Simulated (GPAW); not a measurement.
## ZnS: single point with TB-mBJ

**Experimental background.**

“Electronic, vibrational, and thermodynamic properties of ZnS (zincblende and rocksalt structure)”, 2009, arxiv:0911.5022 quotes, for a bulk crystal of ZnS at 19 K: band gap 3.85 eV (direct).

Crystal: ZnS.

```xyz
2
Lattice="0.0000 2.7020 2.7020 2.7020 0.0000 2.7020 2.7020 2.7020 0.0000" Properties=species:S:1:pos:R:3 pbc="T T T"
Zn    4.0530    4.0530    4.0530
S     0.0000    0.0000    0.0000
```

| Property | Result |
| --- | --- |
| Program | GPAW 26.7.0 |
| Task | single point |
| Functional | TB-mBJ |
| Potentials or basis | GPAW PAW data sets for LDA (gpaw-data 1.2.1) |
| Cutoff | 600 eV |
| Basis | pw |
| k mesh | 7 × 7 × 7 |
| Occupations | fermi-dirac, width 0.05 eV |
| Spin | no spin polarisation |

```
Band gap on the k mesh : 3.66 eV, direct
```

Levels at points of the mesh, in eV from the valence-band top:
```
           k point  band 5  band 6  band 7  band 8  band 9  band 10  band 11  band 12  band 13  band 14
(0.00, 0.00, 0.00)   -5.27   -5.27    0.00    0.00    0.00     3.66     7.23     7.23     7.23    11.71
```

Run time: 64 s on 1 thread of Arm Neoverse V1 (shared host), peak memory 0.26 GiB.

Against the measured gap of ZnS, 3.85 eV (direct; 19 K; quoted in “Electronic, vibrational, and thermodynamic properties of ZnS (zincblende and rocksalt structure)”, 2009, arxiv:0911.5022), the calculated 3.66 eV is off by -0.19 eV. The value is that of TB-mBJ, without temperature or zero-point motion.

Caveat: a model potential gives levels but no total energy.
